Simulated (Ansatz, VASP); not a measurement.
Two plane-wave programs on HfB

```
Hf B
1.0
     0.00000    2.34040    2.34040
     2.34040    0.00000    2.34040
     2.34040    2.34040    0.00000
Hf B
1 1
Direct
  0.50000 0.50000 0.50000
  0.00000 0.00000 0.00000
```

Change from the starting cell: volume scaled by 1.04.

Alike in both runs: task single point; functional PBEsol; k mesh 10 × 10 × 10; occupations fermi-dirac, width 0.05 eV; no spin polarisation.

|  | VASP | Ansatz |
| --- | --- | --- |
| version | VASP 6.6.1 | Ansatz 0.2.0 |
| potentials or method | VASP PAW PBE potentials, release 64 (Hf_pv, B) | Ansatz PAW |
| plane-wave cutoff (eV) | 520 | 420 |
| valence electrons in the cell | 13 | 29 |

|  | VASP | Ansatz | Ansatz less VASP |
| --- | --- | --- | --- |
| gap on the k mesh at the Fermi level (eV) | none | none | - |
| pressure (GPa) | 14.4 | 13.6 | -0.80 |

A gap of «none» marks a metal or a gap that the smearing closes. The functional is the same, so the differences come from potentials, cutoffs and numerics. The two sets of potentials don't hold the same shells in valence.

Caveats: the PAW data sets were made with another functional, which shifts forces and pressure a little (VASP); the PAW data sets come from PBE, with cores solved anew for the run's functional, which leaves a small shift of forces and pressure (Ansatz). Spin-orbit coupling is left out, which matters for the levels of Hf.
